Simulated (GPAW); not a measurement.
# Zr (P6_3/mmc) in GPAW: further runs

Runs on Zr. Level: PBE. Tasks: single point.

Program: GPAW 26.7.0. These are calculated values, not measurements. Logs are shortened: lines on timing, memory, paths and dates and some standing lists are left out, and cuts for length are marked. The log counts tension as positive stress, the text compression.

## 1. The crystal as given

The structure is hexagonal, space group P6_3/mmc (No. 194). Conventional cell: a = 3.232 Å, b = 3.232 Å, c = 5.147 Å, α = 90.00°, β = 90.00°, γ = 120.00°. Zr (site symmetry -6m2) has 12 Zr at 3.18 to 3.23 Å as nearest neighbours.

## 2. Single point, PBE

run.py

```python
from ase import Atoms
from ase.dft.bandgap import bandgap
from ase.io import write
from ase.units import GPa
from gpaw import GPAW, PW

atoms = Atoms(['Zr', 'Zr'],
              cell=[[3.232, 0.0, 0.0],
                    [-1.616, 2.798994105, 0.0],
                    [0.0, 0.0, 5.147]],
              scaled_positions=[[0.6666666667, 0.3333333333, 0.75],
                                [0.3333333333, 0.6666666667, 0.25]],
              pbc=True)

calc = GPAW(mode=PW(600),
            xc='PBE',
            kpts={'size': (9, 9, 5), 'gamma': True},
            occupations={'name': 'methfessel-paxton', 'order': 0, 'width': 0.017},
            nbands=24,
            convergence={'density': 1e-05, 'energy': 1e-05},
            maxiter=150,
            txt='gpaw.txt')
atoms.calc = calc
energy = atoms.get_potential_energy()
forces = atoms.get_forces()
stress = atoms.get_stress()
calc.write('gs.gpw')
write('result.traj', atoms)
print(f'Energy: {energy:.6f} eV')
print('Forces (eV/A):')
print(forces.round(4))
print('Stress (GPa):', (stress / GPa).round(3))
print('Fermi level:', round(calc.get_fermi_level(), 4), 'eV')
print(f'Gap: {bandgap(calc)[0]:.4f} eV, direct: {bandgap(calc, direct=True)[0]:.4f} eV')
```

Potentials or basis: GPAW PAW data sets (gpaw-data 1.2.1), pw.

Command:

```console
OMP_NUM_THREADS=1 python run.py
```

gpaw.txt:

```text
__  _  _
 | _ |_)|_||  |
 |__||  | ||/\| - 26.7.0

Input parameters:
  mode=PW(ecut=600.0),
  convergence={'density': 1e-05, 'energy': 1e-05},
  kpts=MonkhorstPack(size=(9, 9, 5), gamma=True),
  maxiter=150,
  nbands=24,
  occupations=Occupations(name='methfessel-paxton', order=0, width=0.017),
  xc=XC(name='PBE')

Diagonalizing LCAO Hamiltonian
Converting LCAO to pw mode

           Zr

        Zr

Atoms  # Å, Bohr magnetons
|   | symbol |         x |        y |        z |    initial magnetic moments |
|---|--------|-----------|----------|----------|-----------------------------|
| 0 |     Zr |  1.616000 | 0.932998 | 3.860250 | ( 0.0000,  0.0000,  0.0000) |
| 1 |     Zr | -0.000000 | 1.865996 | 1.286750 | ( 0.0000,  0.0000,  0.0000) |

Unit cell  # Å
| periodic |         x |        y |        z |  lengths |     angles |
|----------|-----------|----------|----------|----------|------------|
|      yes |  3.232000 | 0.000000 | 0.000000 | 3.232000 |  90.000000 |
|      yes | -1.616000 | 2.798994 | 0.000000 | 3.232000 |  90.000000 |
|      yes |  0.000000 | 0.000000 | 5.147000 | 5.147000 | 120.000000 |

Number of symmetries: 12
Symmetry operations  # r_c * U_cc + t_c -> r_c
|    | kind |            matrix            |
|----|------|------------------------------|
|  0 |  σ   |  1, 1, 0,  0,-1, 0,  0, 0, 1 |
|  1 |  S6  |  1, 1, 0, -1, 0, 0,  0, 0,-1 |
|  2 |  E   |  1, 0, 0,  0, 1, 0,  0, 0, 1 |
|  3 |  C2  |  1, 0, 0, -1,-1, 0,  0, 0,-1 |
|  4 |  C2  |  0, 1, 0,  1, 0, 0,  0, 0,-1 |
|  5 |  C3  |  0, 1, 0, -1,-1, 0,  0, 0, 1 |
|  6 |  S6  |  0,-1, 0,  1, 1, 0,  0, 0,-1 |
|  7 |  σ   |  0,-1, 0, -1, 0, 0,  0, 0, 1 |
|  8 |  σ   | -1, 0, 0,  1, 1, 0,  0, 0, 1 |
|  9 |  i   | -1, 0, 0,  0,-1, 0,  0, 0,-1 |
| 10 |  C3  | -1,-1, 0,  1, 0, 0,  0, 0, 1 |
| 11 |  C2  | -1,-1, 0,  0, 1, 0,  0, 0,-1 |

BZ-sampling:
  Number of BZ points: 405
  Number of IBZ points: 50

  Monkhorst-Pack size: [9, 9, 5]
  Monkhorst-Pack shift: [0, 0, 0]

K-points  # in reciprocal-cell coordinates
|     |                                coordinates |     weight |
|-----|--------------------------------------------|------------|
|   0 | (  0.00000000,   0.00000000,   0.00000000) | 0.00246914 |
|   1 | (  0.00000000,   0.00000000,   0.20000000) | 0.00493827 |
|   2 | (  0.00000000,   0.00000000,   0.40000000) | 0.00493827 |
|   3 | (  0.11111111,   0.00000000,  -0.40000000) | 0.01481481 |
|   4 | (  0.11111111,   0.00000000,  -0.20000000) | 0.01481481 |
|   5 | (  0.11111111,   0.00000000,   0.00000000) | 0.01481481 |
|   6 | (  0.11111111,   0.00000000,   0.20000000) | 0.01481481 |
|   7 | (  0.11111111,   0.00000000,   0.40000000) | 0.01481481 |
|   8 | (  0.22222222,  -0.11111111,   0.00000000) | 0.01481481 |
|   9 | (  0.22222222,  -0.11111111,   0.20000000) | 0.02962963 |
| ... |                                            |            |
|  49 | (  0.44444444,   0.44444444,   0.40000000) | 0.02962963 |

Plane wave coefficients: 1572
Cutoff: 600.0 eV

Spin-components: 1 (collinear spins)
Bands:           24
Projectors:      12
Spin-degeneracy: 2
Datatype:        complex128

Parallelization:
  kpt:    1
  domain: 1
  band:   1

Density:
  Valence electrons: 24.0
  Components: 1
  Grid points: [20 20 30]
  Charge: 0.0  # |e|

Potential:
  Grid points: [20 20 30]

species:
  Zr:
    name:    Zirconium
    Z:       40.0
    valence: 12
    core:    28
    charge:  0.0  # [|e|]
    compensation charges:
      type: gauss
      rc: 0.40  # [Å]
      lmax: 2
    cutoffs:
      filter: 2.39  # [Å]
      core: 1.59  # [Å]
    projectors
    | kind |    occ | energy [eV] | rcut [Å] |
    |------|--------|-------------|----------|
    |   4s |  2.000 |     -54.478 |    1.323 |
    |   5s |  2.000 |      -4.438 |    1.323 |
    |   4p |  6.000 |     -32.467 |    1.334 |
    |   5p |  0.000 |      -1.470 |    1.334 |
    |   4d |  2.000 |      -3.600 |    1.244 |
    |    d |        |      23.611 |    1.244 |

    Using partial waves for Zr as LCAO basis

Reference energy: -195787.142470  # eV

eigensolver:
  PPCG
  Converge bands: occupied
  niter=2

density mixing:
  MSR1-Mixer
  Pratt-step length: 0.05
  Maximum mixing coefficient: 0.75
  Old densities: 10
  SVD Regularization: 0.005
  Good broyden scale: 1.0
  Trust region scale: 1.0
  Backstep threshold: 4.0
  History deletion threshold: 6.0
  Fourier metric: weight=20.0, sigma=0.015

occupation numbers:
  Methfessel-Paxton:
    width: 0.0170  # eV
    order: 0

poisson solver:
  ecut: 4800.0  # eV

xc functional:
  name: PBE with 2 nearest neighbor stencil

convergence criteria:
- Maximum integral of absolute [dens]ity change: 1e-05 electrons / valence electron
- Maximum [total energy] change in last 3 cyles: 1e-05 eV / valence electron
- Maximum integral of absolute [eigenst]ate change: 4e-08 eV^2 / valence electron
maximum number of iterations: 150

SCF iterations
|iter     | |      energy | eigst |  dens |
|---------|-|-------------|-------|-------|
|iter:   1| |  -15.093724 | +0.22 |       |
|iter:   2| |  -15.052177 | -1.52 | -1.29 |
|iter:   3| |  -14.820931 | -1.45 | -1.33 |
|iter:   4| |  -14.822410 | -2.61 | -1.91 |
|iter:   5| |  -14.823716 | -3.98 | -2.36 |
|iter:   6| |  -14.823724 | -5.37 | -3.53 |
|iter:   7| |  -14.823725c| -6.91 | -4.11 |
|iter:   8| |  -14.823725c| -7.49c| -4.85 |
|iter:   9| |  -14.823725c| -8.20c| -5.81c|

Converged in 9 steps
Energy contributions relative to reference atoms: (reference = -195787.142470)

Energy contributions:
  Kinetic:           6.459784
  Coulomb:          -7.628098
  Zero:              0.700320
  External:          0.000000
  Xc:              -14.355432
  Entropy:          -0.000597
  Spinorbit:         0.000000
  ----------------------------
  Free energy:     -14.824024
  Extrapolated:    -14.823725

dipole moment: (0.000000, 0.000001, 0.000001)  # |e|*Ang

Fermi level: 9.443
Eigenvalues  # (at kpt = [0.000, 0.000, 0.000])
| band index |      eig [eV] | occ [0-2] |
|------------|---------------|-----------|
|          0 |       -39.424 |     2.000 |
|        ... |               |           |
|          2 |       -17.966 |     2.000 |
|          3 |       -17.096 |     2.000 |
|          4 |       -17.096 |     2.000 |
|          5 |       -16.961 |     2.000 |
|          6 |       -16.955 |     2.000 |
|          7 |       -16.955 |     2.000 |
|          8 |         3.749 |     2.000 |
|          9 |         6.381 |     2.000 |
|         10 |        10.264 |     0.000 |
|         11 |        10.264 |     0.000 |
|         12 |        10.413 |     0.000 |
|         13 |        10.568 |     0.000 |
|         14 |        10.955 |     0.000 |
|         15 |        10.955 |     0.000 |
|         16 |        11.535 |     0.000 |
|         17 |        11.535 |     0.000 |
|        ... |               |           |
|         23 |        26.242 |     0.000 |

No gap
No difference between direct/indirect transitions

Forces  # eV/Ang
|        x |        y |        z |
|----------|----------|----------|
|  0.00000 | -0.00000 |  0.00001 |  # Zr   0
| -0.00000 |  0.00000 | -0.00001 |  # Zr   1

Stress tensor  # eV/Ang^3
|        x |        y |         z |
|----------|----------|-----------|
| 0.000551 | 0.000000 |  0.000000 |
| 0.000000 | 0.000551 |  0.000000 |
| 0.000000 | 0.000000 | -0.005739 |

# Writing to gs.gpw (mode='')
```

It took 22 s on 1 thread of Arm Neoverse V2, shared host; peak memory 0.18 GiB.

Results:

```yaml
Free_energy: -14.8240 eV
Pressure: 0.2 GPa
Band_gap_on_the_k_mesh: none (metal or under the smearing width)
```

Stress tensor (GPa, compression positive):
```
-0.09  0.00  0.00
 0.00 -0.09  0.00
 0.00  0.00  0.92
```

## 3. Single point, PBE

run.py

```python
from ase.dft.bandgap import bandgap
from ase.io import read, write
from ase.units import GPa
from gpaw import GPAW, PW

atoms = read('Zr.xyz')

calc = GPAW(mode=PW(600),
            xc='PBE',
            kpts={'size': (9, 9, 5), 'gamma': True},
            occupations={'name': 'methfessel-paxton', 'order': 0, 'width': 0.018000000000000002},
            nbands=24,
            convergence={'density': 1e-05, 'energy': 1e-05},
            maxiter=150,
            txt='gpaw.txt')
atoms.calc = calc
energy = atoms.get_potential_energy()
forces = atoms.get_forces()
stress = atoms.get_stress()
calc.write('gs.gpw')
write('result.traj', atoms)
print(f'Energy: {energy:.6f} eV')
print('Forces (eV/A):')
print(forces.round(4))
print('Stress (GPa):', (stress / GPa).round(3))
print('Fermi level:', round(calc.get_fermi_level(), 4), 'eV')
print(f'Gap: {bandgap(calc)[0]:.4f} eV, direct: {bandgap(calc, direct=True)[0]:.4f} eV')
```

Zr.xyz

```xyz
2
Lattice="3.2320000000 0.0000000000 0.0000000000 -1.6160000000 2.7989941050 0.0000000000 0.0000000000 0.0000000000 5.1470000000" Properties=species:S:1:pos:R:3 pbc="T T T"
Zr     1.6160000002      0.9329980349      3.8602500000
Zr    -0.0000000002      1.8659960701      1.2867500000
```

Potentials or basis: GPAW PAW data sets (gpaw-data 1.2.1), pw.

Command:

```console
OMP_NUM_THREADS=1 python run.py
```

gpaw.txt:

```text
__  _  _
 | _ |_)|_||  |
 |__||  | ||/\| - 26.7.0

Input parameters:
  mode=PW(ecut=600.0),
  convergence={'density': 1e-05, 'energy': 1e-05},
  kpts=MonkhorstPack(size=(9, 9, 5), gamma=True),
  maxiter=150,
  nbands=24,
  occupations=Occupations(name='methfessel-paxton', order=0, width=0.018000000000000002),
  xc=XC(name='PBE')

Diagonalizing LCAO Hamiltonian
Converting LCAO to pw mode

           Zr

        Zr

Atoms  # Å, Bohr magnetons
|   | symbol |         x |        y |        z |    initial magnetic moments |
|---|--------|-----------|----------|----------|-----------------------------|
| 0 |     Zr |  1.616000 | 0.932998 | 3.860250 | ( 0.0000,  0.0000,  0.0000) |
| 1 |     Zr | -0.000000 | 1.865996 | 1.286750 | ( 0.0000,  0.0000,  0.0000) |

Unit cell  # Å
| periodic |         x |        y |        z |  lengths |     angles |
|----------|-----------|----------|----------|----------|------------|
|      yes |  3.232000 | 0.000000 | 0.000000 | 3.232000 |  90.000000 |
|      yes | -1.616000 | 2.798994 | 0.000000 | 3.232000 |  90.000000 |
|      yes |  0.000000 | 0.000000 | 5.147000 | 5.147000 | 120.000000 |

Number of symmetries: 12
Symmetry operations  # r_c * U_cc + t_c -> r_c
|    | kind |            matrix            |
|----|------|------------------------------|
|  0 |  σ   |  1, 1, 0,  0,-1, 0,  0, 0, 1 |
|  1 |  S6  |  1, 1, 0, -1, 0, 0,  0, 0,-1 |
|  2 |  E   |  1, 0, 0,  0, 1, 0,  0, 0, 1 |
|  3 |  C2  |  1, 0, 0, -1,-1, 0,  0, 0,-1 |
|  4 |  C2  |  0, 1, 0,  1, 0, 0,  0, 0,-1 |
|  5 |  C3  |  0, 1, 0, -1,-1, 0,  0, 0, 1 |
|  6 |  S6  |  0,-1, 0,  1, 1, 0,  0, 0,-1 |
|  7 |  σ   |  0,-1, 0, -1, 0, 0,  0, 0, 1 |
|  8 |  σ   | -1, 0, 0,  1, 1, 0,  0, 0, 1 |
|  9 |  i   | -1, 0, 0,  0,-1, 0,  0, 0,-1 |
| 10 |  C3  | -1,-1, 0,  1, 0, 0,  0, 0, 1 |
| 11 |  C2  | -1,-1, 0,  0, 1, 0,  0, 0,-1 |

BZ-sampling:
  Number of BZ points: 405
  Number of IBZ points: 50

  Monkhorst-Pack size: [9, 9, 5]
  Monkhorst-Pack shift: [0, 0, 0]

K-points  # in reciprocal-cell coordinates
|     |                                coordinates |     weight |
|-----|--------------------------------------------|------------|
|   0 | (  0.00000000,   0.00000000,   0.00000000) | 0.00246914 |
|   1 | (  0.00000000,   0.00000000,   0.20000000) | 0.00493827 |
|   2 | (  0.00000000,   0.00000000,   0.40000000) | 0.00493827 |
|   3 | (  0.11111111,   0.00000000,  -0.40000000) | 0.01481481 |
|   4 | (  0.11111111,   0.00000000,  -0.20000000) | 0.01481481 |
|   5 | (  0.11111111,   0.00000000,   0.00000000) | 0.01481481 |
|   6 | (  0.11111111,   0.00000000,   0.20000000) | 0.01481481 |
|   7 | (  0.11111111,   0.00000000,   0.40000000) | 0.01481481 |
|   8 | (  0.22222222,  -0.11111111,   0.00000000) | 0.01481481 |
|   9 | (  0.22222222,  -0.11111111,   0.20000000) | 0.02962963 |
| ... |                                            |            |
|  49 | (  0.44444444,   0.44444444,   0.40000000) | 0.02962963 |

Plane wave coefficients: 1572
Cutoff: 600.0 eV

Spin-components: 1 (collinear spins)
Bands:           24
Projectors:      12
Spin-degeneracy: 2
Datatype:        complex128

Parallelization:
  kpt:    1
  domain: 1
  band:   1

Density:
  Valence electrons: 24.0
  Components: 1
  Grid points: [20 20 30]
  Charge: 0.0  # |e|

Potential:
  Grid points: [20 20 30]

species:
  Zr:
    name:    Zirconium
    Z:       40.0
    valence: 12
    core:    28
    charge:  0.0  # [|e|]
    compensation charges:
      type: gauss
      rc: 0.40  # [Å]
      lmax: 2
    cutoffs:
      filter: 2.39  # [Å]
      core: 1.59  # [Å]
    projectors
    | kind |    occ | energy [eV] | rcut [Å] |
    |------|--------|-------------|----------|
    |   4s |  2.000 |     -54.478 |    1.323 |
    |   5s |  2.000 |      -4.438 |    1.323 |
    |   4p |  6.000 |     -32.467 |    1.334 |
    |   5p |  0.000 |      -1.470 |    1.334 |
    |   4d |  2.000 |      -3.600 |    1.244 |
    |    d |        |      23.611 |    1.244 |

    Using partial waves for Zr as LCAO basis

Reference energy: -195787.142470  # eV

eigensolver:
  PPCG
  Converge bands: occupied
  niter=2

density mixing:
  MSR1-Mixer
  Pratt-step length: 0.05
  Maximum mixing coefficient: 0.75
  Old densities: 10
  SVD Regularization: 0.005
  Good broyden scale: 1.0
  Trust region scale: 1.0
  Backstep threshold: 4.0
  History deletion threshold: 6.0
  Fourier metric: weight=20.0, sigma=0.015

occupation numbers:
  Methfessel-Paxton:
    width: 0.0180  # eV
    order: 0

poisson solver:
  ecut: 4800.0  # eV

xc functional:
  name: PBE with 2 nearest neighbor stencil

convergence criteria:
- Maximum integral of absolute [dens]ity change: 1e-05 electrons / valence electron
- Maximum [total energy] change in last 3 cyles: 1e-05 eV / valence electron
- Maximum integral of absolute [eigenst]ate change: 4e-08 eV^2 / valence electron
maximum number of iterations: 150

SCF iterations
|iter     | |      energy | eigst |  dens |
|---------|-|-------------|-------|-------|
|iter:   1| |  -15.093734 | +0.22 |       |
|iter:   2| |  -15.052188 | -1.52 | -1.29 |
|iter:   3| |  -14.820944 | -1.45 | -1.33 |
|iter:   4| |  -14.822422 | -2.61 | -1.91 |
|iter:   5| |  -14.823728 | -3.98 | -2.36 |
|iter:   6| |  -14.823736 | -5.37 | -3.53 |
|iter:   7| |  -14.823737c| -6.91 | -4.11 |
|iter:   8| |  -14.823737c| -7.49c| -4.85 |
|iter:   9| |  -14.823737c| -8.20c| -5.81c|

Converged in 9 steps
Energy contributions relative to reference atoms: (reference = -195787.142470)

Energy contributions:
  Kinetic:           6.459865
  Coulomb:          -7.628190
  Zero:              0.700320
  External:          0.000000
  Xc:              -14.355409
  Entropy:          -0.000645
  Spinorbit:         0.000000
  ----------------------------
  Free energy:     -14.824059
  Extrapolated:    -14.823737

dipole moment: (0.000000, 0.000001, 0.000001)  # |e|*Ang

Fermi level: 9.443
Eigenvalues  # (at kpt = [0.000, 0.000, 0.000])
| band index |      eig [eV] | occ [0-2] |
|------------|---------------|-----------|
|          0 |       -39.424 |     2.000 |
|        ... |               |           |
|          2 |       -17.966 |     2.000 |
|          3 |       -17.096 |     2.000 |
|          4 |       -17.096 |     2.000 |
|          5 |       -16.961 |     2.000 |
|          6 |       -16.955 |     2.000 |
|          7 |       -16.955 |     2.000 |
[... 8 lines left out ...]
|         16 |        11.535 |     0.000 |
|         17 |        11.535 |     0.000 |
|        ... |               |           |
|         23 |        26.242 |     0.000 |

No gap
No difference between direct/indirect transitions

Forces  # eV/Ang
|        x |       y |        z |
|----------|---------|----------|
|  0.00000 | 0.00000 |  0.00001 |  # Zr   0
| -0.00000 | 0.00000 | -0.00001 |  # Zr   1

Stress tensor  # eV/Ang^3
|        x |         y |         z |
|----------|-----------|-----------|
| 0.000545 |  0.000000 |  0.000000 |
| 0.000000 |  0.000545 | -0.000000 |
| 0.000000 | -0.000000 | -0.005727 |

# Writing to gs.gpw (mode='')
```

It took 22 s on 1 thread of Arm Neoverse V2, shared host; peak memory 0.18 GiB.

What came out:

```
Free energy            : -14.8241 eV
Pressure               : 0.2 GPa
Band gap on the k mesh : none (metal or under the smearing width)
```

Stress tensor (GPa, compression positive):
```
-0.09  0.00  0.00
 0.00 -0.09  0.00
 0.00  0.00  0.92
```

Levels at points of the mesh, in eV from the Fermi level:
```
           k point  band 9  band 10  band 11  band 12  band 13  band 14  band 15  band 16
(0.00, 0.00, 0.00)   -5.69    -3.06     0.82     0.82     0.97     1.12     1.51     1.51
```

## 4. Single point, PBE

Changes to run.py since step 3:

```diff
@@ -5,3 +5,3 @@
 
-atoms = read('Zr.xyz')
+atoms = read('POSCAR')
 
@@ -10,3 +10,3 @@
             kpts={'size': (9, 9, 5), 'gamma': True},
-            occupations={'name': 'methfessel-paxton', 'order': 0, 'width': 0.018000000000000002},
+            occupations={'name': 'methfessel-paxton', 'order': 0, 'width': 0.019000000000000003},
             nbands=24,
```

POSCAR

```
Zr
1.0
    3.2320000000      0.0000000000      0.0000000000
   -1.6160000000      2.7989941050      0.0000000000
    0.0000000000      0.0000000000      5.1470000000
Zr
2
Direct
    0.6666666667      0.3333333333      0.7500000000
    0.3333333333      0.6666666667      0.2500000000
```

Command:

```console
OMP_NUM_THREADS=1 python run.py
```

Run time: 22 s. Hardware: 1 thread of Arm Neoverse V2, shared host; peak memory 0.18 GiB.

Results (log left out):

| Item | Value |
| --- | --- |
| Free energy | -14.8241 eV |
| Pressure | 0.2 GPa |
| Band gap on the k mesh | none (metal or under the smearing width) |

Stress tensor (GPa, compression positive):
```
-0.09  0.00  0.00
 0.00 -0.09  0.00
 0.00  0.00  0.92
```

Levels at points of the mesh, in eV from the Fermi level:
```tsv
k point	band 8	band 9	band 10	band 11	band 12	band 13	band 14	band 15	band 16	band 17
(0.00, 0.00, 0.00)	-26.40	-5.69	-3.06	0.82	0.82	0.97	1.12	1.51	1.51	2.09
```

## 5. Summary

```tsv
smearing	gap on the mesh (eV)	pressure (GPa)
gaussian 0.017 eV	none	0.2
gaussian 0.018 eV	none	0.2
gaussian 0.019 eV	none	0.2
```

Alike in all rows: task single point; level PBE; potentials or basis GPAW PAW data sets (gpaw-data 1.2.1), pw; no spin polarisation; cell as given; k mesh 9 × 9 × 5; cutoff (eV) 600.

Every run on the cell as given and a fine mesh finds a metal.

Absolute energies hang on the potentials; compare differences alone.
